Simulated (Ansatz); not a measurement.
# 2H-CrOS monolayer in a perpendicular field

Wanted: the out-of-plane response of the 2H-CrOS monolayer. A positive field points along +c.

Method: plane-wave DFT, PBE-D3(BJ), Ansatz PAW, in Ansatz 0.2.0.

## (1) Set-up

The cell holds 3 atoms: 1 S, 1 Cr and 1 O. Its edges and angles: a = 2.842 Å, b = 2.842 Å, c = 36.360 Å, α = 90.0°, β = 90.0°, γ = 120.0°. Vacuum lies along c.

## (2) Relaxation

The starting cell is a guess, so the in-plane lattice and the atoms are relaxed first, with the slab cut off from its images along the normal.

Input file input.yaml:

```yaml
crystal:
  lattice:
    - [2.841782, 0.0, 0.0]
    - [-1.420891, 2.461055404, 0.0]
    - [0.0, 0.0, 36.3599455673]
  atoms:
    - { symbol: S, position: [0.3333333333, 0.6666666667, 0.4634220359] }
    - { symbol: Cr, position: [0.0, 0.0, 0.5085729816] }
    - { symbol: O, position: [0.3333333333, 0.6666666667, 0.5365779641] }
  periodic: [true, true, false]
kpoints:
  mp_grid: { grid: [12, 12, 1] }
hamiltonian:
  xc: pbe
  dispersion: d3bj
scf:
  occupations: { method: fermi_dirac, width: 0.05 }
  convergence: { dr2_threshold: 1.0e-09 }
relax:
  f_tol: 0.004
  max_steps: 90
  cell: {}
output:
  write_potential: true
  write_density: true
  volumetric_format: npy
```

Launch:

```sh
$ ansatz run input.yaml --threads 2 --pin off --max-ram 3072MiB --backend cpu --events-out ev --progress --plain --runs-dir out
```

Numbers of over 12 decimals in the logs are rounded to 6 here.

Output:

```text
Warning: relax.cell: scf.convergence.dr2_threshold = 1e-9 eV is looser than the 1.87179196188e-10 eV advised for a relaxation that steers and ends on the stress (1e-10 eV for each atom of the cell: 3, times the square of relax.cell.stress_2d_tol = 0.05 N/m over 12.7 Å (the atoms' height at the walk's start and 5 Å past either face), 3.949e-2 GPa, over a crystal's default 0.05). What an SCF threshold leaves in a stress goes as its square root, and in the free energy as the threshold itself, and one threshold admits the most on a small cell: [figures from the program's tests cut] Set scf.convergence.dr2_threshold to 1.87179196188e-10 eV or tighter. [rest of the remark cut]
Engine: ansatz 0.2.0, x86_64-unknown-linux-gnu
Pseudopotentials: kind: paw
Pseudopotential: S, paw, valence charge 6, recommended cutoff 420 eV (normal), S.paw.azcp
Pseudopotential: Cr, paw, valence charge 14, recommended cutoff 420 eV (normal), Cr.paw.azcp
Pseudopotential: O, paw, valence charge 6, recommended cutoff 420 eV (normal), O.paw.azcp
Functional definition: PBE
  parameter kappa = 0.804
  parameter beta = 0.066725
  exchange = pbe_x(kappa = kappa, mu = beta*pi^2/3)
  correlation = pbe_c(beta = beta)
Crystal: 3 atoms, lattice volume = 254.294 Å³
Basis set: ecut = 420 eV, 5017 PW (Γ), exchange–correlation on 40×40×500 points (8 copies of the dense FFT grid, shifted against one another)
Bands: 17, of which v1, the nominal top of the filled ones, is band 13 counted from 1 (12 counted from 0)
Symmetry: 6 space group operations
Space group: P3m1 (ITA 156), of the structure as read, at distance tolerance 6.3e-5 Å
k-points: 19 of 144 (time reversal used)
Non-local potential: S, projectors of the file, l = 0: 2, l = 1: 2, l = 2: 2
Non-local potential: Cr, projectors of the file, l = 0: 3, l = 1: 2, l = 2: 3, l = 3: 1
Non-local potential: O, projectors of the file, l = 0: 2, l = 1: 2, l = 2: 1
PAW form: soft (Blöchl's): semilocal exchange-correlation on the pseudo side does not see the compensation charge
PAW one-centre angular grid: S, 110 points (default); XC on 64 Gauss nodes
PAW one-centre angular grid: Cr, 590 points (default); XC on 64 Gauss nodes
PAW one-centre angular grid: O, 110 points (default); XC on 64 Gauss nodes
Initial density: superposition of atomic densities (neutral atoms: chi_scale 0, normalization atom), corrected by the library's trained network
Initial wavefunctions: pseudopotential atomic-orbital guess
Functional: x = pbe(κ = 0.804, μ = 0.219515), c = pbe(β = 0.066725)
SCF iter   1: F=—  HF=-4848.572370 eV  |F-HF|=—  |Δ(HF+E_count)|=         —  Δρ=6.04e-3  dr2=1.70e-1  ethr=1.77e-3  ⟨swp⟩=15.9  Hψ=3241  notcnv=0
preconditioner: auto → LDOS  [metal: Δε(μ)=0.045 eV  Ē_g=8.163 eV  σ=0.050 eV  W_gap=0.22  n_scr=20 (ndim 8)  ℏωp=9.9 eV  f_vac=0.827  D(μ)=0.97/eV (n_scr^D=8)  β→1.0]
SCF iter   2: F=—  HF=-4848.680848 eV  |F-HF|=—  |Δ(HF+E_count)|=   1.08e-1  Δρ=1.39e-2  dr2=1.84e0  ethr=6.54e-4  ⟨swp⟩=4.6  Hψ=940  notcnv=0  recentre
SCF iter   3: F=—  HF=-4848.564182 eV  |F-HF|=—  |Δ(HF+E_count)|=   1.17e-1  Δρ=4.41e-3  dr2=1.30e-1  ethr=6.54e-4  ⟨swp⟩=4.2  Hψ=761  notcnv=0
SCF iter   4: F=—  HF=-4848.556918 eV  |F-HF|=—  |Δ(HF+E_count)|=   7.26e-3  Δρ=7.71e-4  dr2=5.53e-4  ethr=4.99e-4  ⟨swp⟩=2.3  Hψ=562  notcnv=0
SCF iter   5: F=—  HF=-4848.557199 eV  |F-HF|=—  |Δ(HF+E_count)|=   2.82e-4  Δρ=3.17e-4  dr2=3.36e-4  ethr=2.13e-6  ⟨swp⟩=4.0  Hψ=826  notcnv=0
SCF iter   6: F=—  HF=-4848.557161 eV  |F-HF|=—  |Δ(HF+E_count)|=   3.83e-5  Δρ=8.93e-5  dr2=2.78e-5  ethr=1.29e-6  ⟨swp⟩=2.4  Hψ=490  notcnv=0
SCF iter   7: F=—  HF=-4848.557191 eV  |F-HF|=—  |Δ(HF+E_count)|=   3.01e-5  Δρ=4.19e-5  dr2=1.02e-5  ethr=1.07e-7  ⟨swp⟩=3.5  Hψ=738  notcnv=0
SCF iter   8: F=—  HF=-4848.557193 eV  |F-HF|=—  |Δ(HF+E_count)|=   1.63e-6  Δρ=1.62e-5  dr2=1.51e-6  ethr=3.92e-8  ⟨swp⟩=1.9  Hψ=413  notcnv=0
SCF iter   9: F=—  HF=-4848.557166 eV  |F-HF|=—  |Δ(HF+E_count)|=   2.70e-5  Δρ=2.18e-6  dr2=1.35e-8  ethr=5.82e-9  ⟨swp⟩=2.6  Hψ=529  notcnv=0
SCF iter  10: F=-4848.557166 eV  HF=-4848.557166 eV  |F-HF|=2.59e-8  |Δ(HF+E_count)|=   4.45e-8  Δρ=6.11e-7  dr2=4.60e-10  ethr=3.85e-12  ⟨swp⟩=11.3  Hψ=3176  notcnv=0
SCF 1 converged in 10 iterations: F = -4848.557166 eV  dr2 = 4.60e-10
  Residual-converged pass: ⟨swp⟩=1.1  Hψ=404  notcnv=0  max |occ|·‖R‖ = 7.1e-9 eV (tolerance 1.0e-8 eV)  dr2=4.60e-10  dr2_onsite=1.67e-10  max |Δocc| = 1.8e-13
  greatest PAW one-centre occupation: 1.000 electrons in one spin orbital (limit 2), on the Cr atom at site 1 (counted from 0), in its partial waves of l = 0
relax step   1: F+E_penalty+E_count = -4848.55716589 eV  Δ(F+E_penalty+E_count) = +0.000e0 eV  max|allowed force component| = 1.516e0 eV/Å  Δτ_max = 0.0000 Å  P = -2.324 N/m  Ω = 254.294 Å³  fix = [c, alpha, beta]  reactions: c -0.000 N/m  (10 SCF iters, accepted)
Crystal: 3 atoms, lattice volume = 251.311 Å³
Basis set: ecut = 420 eV, 4957 PW (Γ), exchange–correlation on 40×40×500 points (8 copies of the dense FFT grid, shifted against one another)
Initial density: handed on by an earlier stage of this run
Initial wavefunctions: those handed on with the density
iter 1 solved again at ethr=3.60e-5 eV; its pass at ethr=3.10e-3 eV (dr2=9.37e-3 eV) is discarded
SCF iter   1: F=—  HF=-4848.617820 eV  |F-HF|=—  |Δ(HF+E_count)|=         —  Δρ=1.91e-3  dr2=9.30e-3  ethr=3.60e-5  ⟨swp⟩=3.2  Hψ=3207  notcnv=0
preconditioner: auto → LDOS  [insulator: Δε(μ)=0.118 eV  Ē_g=8.284 eV  σ=0.050 eV  W_gap=0.52  n_scr=20 (ndim 8)  ℏωp=9.9 eV  f_vac=0.829  D(μ)=0.30/eV (n_scr^D=4)  ε∞_Penn≈2.4  β→1.0]
SCF iter   2: F=—  HF=-4848.623070 eV  |F-HF|=—  |Δ(HF+E_count)|=   5.25e-3  Δρ=2.63e-3  dr2=6.52e-2  ethr=3.58e-5  ⟨swp⟩=3.1  Hψ=722  notcnv=0  recentre
SCF iter   3: F=—  HF=-4848.616679 eV  |F-HF|=—  |Δ(HF+E_count)|=   6.39e-3  Δρ=1.01e-3  dr2=1.15e-2  ethr=3.58e-5  ⟨swp⟩=3.4  Hψ=890  notcnv=0
SCF iter   4: F=—  HF=-4848.616056 eV  |F-HF|=—  |Δ(HF+E_count)|=   6.22e-4  Δρ=8.37e-4  dr2=3.05e-3  ethr=3.58e-5  ⟨swp⟩=1.3  Hψ=476  notcnv=0
SCF iter   5: F=—  HF=-4848.615857 eV  |F-HF|=—  |Δ(HF+E_count)|=   1.99e-4  Δρ=1.95e-4  dr2=9.02e-5  ethr=1.17e-5  ⟨swp⟩=1.4  Hψ=354  notcnv=0
SCF iter   6: F=—  HF=-4848.615937 eV  |F-HF|=—  |Δ(HF+E_count)|=   7.98e-5  Δρ=1.05e-4  dr2=2.88e-5  ethr=3.47e-7  ⟨swp⟩=3.2  Hψ=685  notcnv=0
SCF iter   7: F=—  HF=-4848.615936 eV  |F-HF|=—  |Δ(HF+E_count)|=   1.03e-6  Δρ=3.69e-5  dr2=2.94e-6  ethr=1.11e-7  ⟨swp⟩=1.9  Hψ=446  notcnv=0
SCF iter   8: F=—  HF=-4848.615906 eV  |F-HF|=—  |Δ(HF+E_count)|=   3.01e-5  Δρ=4.47e-6  dr2=4.48e-8  ethr=1.13e-8  ⟨swp⟩=3.2  Hψ=689  notcnv=0
[...]
preconditioner: auto → LDOS  [insulator: Δε(μ)=0.335 eV  Ē_g=8.368 eV  σ=0.050 eV  W_gap=0.93  n_scr=20 (ndim 8)  ℏωp=10.0 eV  f_vac=0.829  D(μ)=0.05/eV (n_scr^D=2)  ε∞_Penn≈2.4  β→1.0]
SCF iter   2: F=—  HF=-4848.634121 eV  |F-HF|=—  |Δ(HF+E_count)|=   1.25e-3  Δρ=2.56e-3  dr2=1.50e-2  ethr=2.96e-5  ⟨swp⟩=3.3  Hψ=771  notcnv=0
SCF iter   3: F=—  HF=-4848.630857 eV  |F-HF|=—  |Δ(HF+E_count)|=   3.26e-3  Δρ=1.24e-3  dr2=5.52e-3  ethr=2.96e-5  ⟨swp⟩=3.0  Hψ=817  notcnv=0
SCF iter   4: F=—  HF=-4848.630376 eV  |F-HF|=—  |Δ(HF+E_count)|=   4.81e-4  Δρ=2.26e-4  dr2=2.18e-4  ethr=2.12e-5  ⟨swp⟩=1.2  Hψ=350  notcnv=0
SCF iter   5: F=—  HF=-4848.630436 eV  |F-HF|=—  |Δ(HF+E_count)|=   5.95e-5  Δρ=2.20e-4  dr2=1.46e-4  ethr=8.37e-7  ⟨swp⟩=3.3  Hψ=692  notcnv=0
SCF iter   6: F=—  HF=-4848.630429 eV  |F-HF|=—  |Δ(HF+E_count)|=   6.88e-6  Δρ=1.38e-4  dr2=4.34e-5  ethr=5.60e-7  ⟨swp⟩=1.3  Hψ=356  notcnv=0
SCF iter   7: F=—  HF=-4848.630433 eV  |F-HF|=—  |Δ(HF+E_count)|=   4.46e-6  Δρ=3.80e-5  dr2=3.11e-6  ethr=1.67e-7  ⟨swp⟩=2.6  Hψ=499  notcnv=0
SCF iter   8: F=—  HF=-4848.630433 eV  |F-HF|=—  |Δ(HF+E_count)|=   7.91e-8  Δρ=9.22e-6  dr2=2.27e-7  ethr=1.20e-8  ⟨swp⟩=3.4  Hψ=707  notcnv=0
SCF iter   9: F=—  HF=-4848.630413 eV  |F-HF|=—  |Δ(HF+E_count)|=   2.02e-5  Δρ=2.36e-6  dr2=2.30e-8  ethr=8.74e-10  ⟨swp⟩=3.3  Hψ=644  notcnv=0
SCF iter  10: F=-4848.630413 eV  HF=-4848.630413 eV  |F-HF|=6.91e-11  |Δ(HF+E_count)|=   4.83e-9  Δρ=2.83e-7  dr2=1.85e-10  ethr=3.85e-12  ⟨swp⟩=11.5  Hψ=3088  notcnv=0
SCF 3 converged in 10 iterations: F = -4848.630413 eV  dr2 = 1.85e-10
relax step   3: F+E_penalty+E_count = -4848.63041326 eV  Δ(F+E_penalty+E_count) = -1.451e-2 eV  max|allowed force component| = 2.869e-1 eV/Å  Δτ_max = 0.0264 Å  P = +0.522 N/m  Ω = 247.984 Å³  energy of the carried Pulay correction = +2.126e-3 eV  fix = [c, alpha, beta]  reactions: c +0.000 N/m  (10 SCF iters, accepted)
[...]
relax step   4: F+E_penalty+E_count = -4848.63191011 eV  Δ(F+E_penalty+E_count) = -1.497e-3 eV  max|allowed force component| = 4.334e-3 eV/Å  Δτ_max = 0.0063 Å  P = +0.067 N/m  Ω = 249.009 Å³  energy of the carried Pulay correction = +1.777e-3 eV  fix = [c, alpha, beta]  reactions: c +0.000 N/m  (10 SCF iters, accepted)
[...]
relax step   5: F+E_penalty+E_count = -4848.63188018 eV  Δ(F+E_penalty+E_count) = +2.993e-5 eV  max|allowed force component| = 2.898e-3 eV/Å  Δτ_max = 0.0004 Å  P = +0.023 N/m  Ω = 249.129 Å³  energy of the carried Pulay correction = +1.737e-3 eV  fix = [c, alpha, beta]  reactions: c +0.000 N/m  (7 SCF iters, accepted)
Initial wavefunctions: pseudopotential atomic-orbital guess (no wavefunctions were taken with the density)
iter 1 solved again at ethr=8.56e-8 eV; its pass at ethr=3.10e-3 eV (dr2=2.23e-5 eV) is discarded
SCF iter   1: F=—  HF=-4848.630345 eV  |F-HF|=—  |Δ(HF+E_count)|=         —  Δρ=4.77e-5  dr2=9.21e-7  ethr=8.56e-8  ⟨swp⟩=6.5  Hψ=4921  notcnv=0
preconditioner: auto → LDOS  [insulator: Δε(μ)=0.266 eV  Ē_g=8.331 eV  σ=0.050 eV  W_gap=0.86  n_scr=20 (ndim 8)  ℏωp=10.0 eV  f_vac=0.829  D(μ)=0.09/eV (n_scr^D=2)  ε∞_Penn≈2.4  β→1.0]
SCF iter   2: F=—  HF=-4848.630363 eV  |F-HF|=—  |Δ(HF+E_count)|=   1.80e-5  Δρ=3.88e-5  dr2=3.99e-6  ethr=3.54e-9  ⟨swp⟩=3.7  Hψ=821  notcnv=0
SCF iter   3: F=—  HF=-4848.630362 eV  |F-HF|=—  |Δ(HF+E_count)|=   4.56e-7  Δρ=2.30e-5  dr2=2.09e-6  ethr=3.54e-9  ⟨swp⟩=3.2  Hψ=665  notcnv=0
SCF iter   4: F=—  HF=-4848.630362 eV  |F-HF|=—  |Δ(HF+E_count)|=   1.91e-7  Δρ=9.66e-6  dr2=2.68e-7  ethr=3.54e-9  ⟨swp⟩=2.2  Hψ=391  notcnv=0
SCF iter   5: F=—  HF=-4848.630362 eV  |F-HF|=—  |Δ(HF+E_count)|=   8.41e-8  Δρ=1.98e-6  dr2=9.72e-9  ethr=1.03e-9  ⟨swp⟩=2.6  Hψ=494  notcnv=0
SCF iter   6: F=—  HF=-4848.630362 eV  |F-HF|=—  |Δ(HF+E_count)|=   2.28e-8  Δρ=6.00e-7  dr2=2.90e-9  ethr=3.74e-11  ⟨swp⟩=2.9  Hψ=611  notcnv=0
SCF iter   7: F=-4848.630362 eV  HF=-4848.630362 eV  |F-HF|=6.69e-10  |Δ(HF+E_count)|=   4.91e-9  Δρ=2.10e-7  dr2=1.51e-10  ethr=3.85e-12  ⟨swp⟩=14.6  Hψ=2812  notcnv=0
SCF 6 converged in 7 iterations: F = -4848.630362 eV  dr2 = 1.51e-10
relax step   6: F+E_penalty+E_count = -4848.63036245 eV  Δ(F+E_penalty+E_count) = +1.518e-3 eV  max|allowed force component| = 2.703e-3 eV/Å  Δτ_max = 0.0000 Å  P = -0.022 N/m  Ω = 249.129 Å³  fix = [c, alpha, beta]  reactions: c -0.000 N/m  stress off target by 2.24e-2 N/m on what of the cell is left free  SCF on the basis re-selected at this cell (its energy is not comparable with the rows above)  (7 SCF iters)
basis re-selected at this cell: Δ(F+E_penalty+E_count) = +1.518e-3 eV, ΔP = -0.046 N/m vs the last step (what re-selecting the basis moved, of the pressure what is left beyond the Pulay correction that the steps carried, after the strain that the cell walked since its last selection, with what the two solves' SCF thresholds leave and, on support functions, any second-order correction that the steps lacked; it is no m [...]
WARN: The output density's exchange-correlation potential varies sharply where the density is thin. Do not read a vacuum level from v_tot or v_xc, or from such a field of the output density. On a cell that repeats whose density bears no net charge and no dipole along the vacuum's axis use v_es (v_loc + v_h of the components); under efield.dipole_correction with no amplitude use v_es + v_field, which holds any externa [...]
SCF converged after 7 iterations
Free energy (F): -4848.630362 eV
Harris-Foulkes:  -4848.630362 eV  (|F-HF|=6.69e-10)
Internal energy: -4848.629289 eV  (E = F + TS)
E sigma→0 (E₀):  -4848.629826 eV
Entropy (-TS):   -0.001073 eV (-0.358 meV/atom)
Fermi energy:    -5.707162 eV
--- Per-component energies (eV) ---
  E_band       = -681.173508
  E_kinetic    = 625.408175
  E_local      = -72752.764562  (includes V_loc(G=0)·N_el)
  E_nonlocal   = 153.648194
  E_hartree    = 35965.071383
  E_xc         = -311.330335
  E_vxc        = -360.844300  (∫ρ·V_xc dr)
  E_paw        = -1951.246739  (= ΣΔE_a)
  E_vpaw       = -276.766425  (= ΣTr[D̂ρ^β])
  E_aug_tail   = 0.002812  (compensation charges beyond the density's cutoff)
  E_ewald      = 33423.192167
  E_disp       = -0.610385  (pairwise vdW)
  E_smearing   = -0.001073  (= −TS)
  E_closure    = -0.000000  (closes the sum)
  Σ components = -4848.630362   (vs F -4848.630362, Δ=0.00e0)
--- Forces (eV/Å), atoms counted from 1 ---
  atom   1  S     -0.00000000    -0.00000000     0.00195767
  atom   2  Cr     0.00000000     0.00000000    -0.00270209
  atom   3  O      0.00000000    -0.00000000     0.00074783
  max |Σ_I F_I| component: 3.41e-6 eV/Å
--- 2D stress c σ (N/m, compression-positive) ---
       -0.022403       0.000000      -0.000000
        0.000000      -0.022403      -0.000000
       -0.000000      -0.000000      -0.000000
  P = ½ c Tr σ = -0.0224 N/m
--- Band table (eV; the first three rows and the last of 19) ---
  k-point 0: bands = [... 9 lower, -9.3511, -7.6027, -7.6027, -5.8256, -4.2636, -4.2636, -3.0873, -3.0873]
  k-point 1: bands = [... 9 lower, -9.2355, -7.8206, -7.7024, -5.9233, -4.3159, -4.2244, -3.5494, -3.1794]
  k-point 2: bands = [... 9 lower, -9.1683, -8.4202, -7.9023, -6.2587, -4.5397, -4.2610, -4.1160, -3.2820]
  k-point 18: bands = [... 9 lower, -10.5475, -9.9523, -8.5421, -6.8557, -5.5598, -4.2927, -4.0125, -3.1273]
  the weakly bound empty levels are not read free of the cell's end (no_gap_told)
--- Relaxed structure (5 steps of the walk, 5 accepted, 1 SCFs on fresh bases) ---
  F+E_penalty+E_count = -4848.63036245 eV   max|allowed force component| = 2.703e-3 eV/Å   (the final SCF, on the basis selected at the relaxed cell)
  cell:  # Å, volume = 249.1287 Å³
    - [2.812775, 0.0, 0]
    - [-1.406387, 2.435934, 0]
    - [0, 0, 36.3599455673]
  atoms:
    - { symbol: S, position: [0.333333, 0.666667, 0.464474] }
    - { symbol: Cr, position: [-1.4891296651370106e-18, -3.767459175761506e-17, 0.507353] }
    - { symbol: O, position: [0.333333, 0.666667, 0.536746] }
```

The job ended after 24 s (2 threads of AMD EPYC 7R13 (Zen 3), shared host; peak memory 0.56 GiB; 44 s of CPU time).

This run has no spin polarisation, although Cr can carry a moment.

The steps of the relaxation:

| step | energy less that of the first step (eV) | largest force component (eV/Å) | volume (Å³) |
| --- | --- | --- | --- |
| 1 | 0.0000 | 1.5164 | 254.29 |
| 2 | -0.0587 | 0.8120 | 251.31 |
| 3 | -0.0732 | 0.2869 | 247.98 |
| 4 | -0.0747 | 0.0043 | 249.01 |
| 5 | -0.0747 | 0.0029 | 249.13 |
| 6* | -0.0732 | 0.0027 | 249.13 |

Relaxation steps marked * repeat the geometry before them on a plane-wave basis chosen anew for their cell, so energy and pressure can jump there.

Forces are held to the 6 operations that the run works with; a distortion that breaks them can't arise in this run.

| cell as run | before | after | change |
| --- | --- | --- | --- |
| a (Å) | 2.842 | 2.813 | -1.0 % |
| b (Å) | 2.842 | 2.813 | -1.0 % |

The atoms that moved most (Å, along periodic axes as changes of fractional coordinates times the final cell, across vacuum about the mean position):

```csv
atom,dx,dy,dz,length
Cr2,0.000,0.000,-0.044,0.044
S1,0.000,0.000,0.038,0.038
O3,0.000,0.000,0.006,0.006
```

Final coordinates:

```xyz
3
Lattice="2.8128 0.0000 0.0000 -1.4064 2.4359 0.0000 0.0000 0.0000 36.3599" Properties=species:S:1:pos:R:3
S     0.0000    1.6240   16.8883
Cr    0.0000    0.0000   18.4473
O     0.0000    1.6240   19.5161
```

Numbers from this step:

```
energy at zero smearing : -4848.6298 eV
```

The lattice constant a goes from 2.842 to 2.813 Å.

(Part 1 of 2 ends here.)

[Logs are printed without paths, hosts, clocks, repeated set-up lines and the standing remarks that a program may print on its own settings, such as how far it seeks lower states.]

[Hosts, paths, dates, database ids (printed as entryN), source tags and the programs' standing remarks are cut or masked in the printed files.]

[Maps of the electrostatic potential energy from Ansatz leave out the sawtooth potential of an applied field or a dipole correction, so their vacuum need not be flat; planar profiles and work functions include it.]
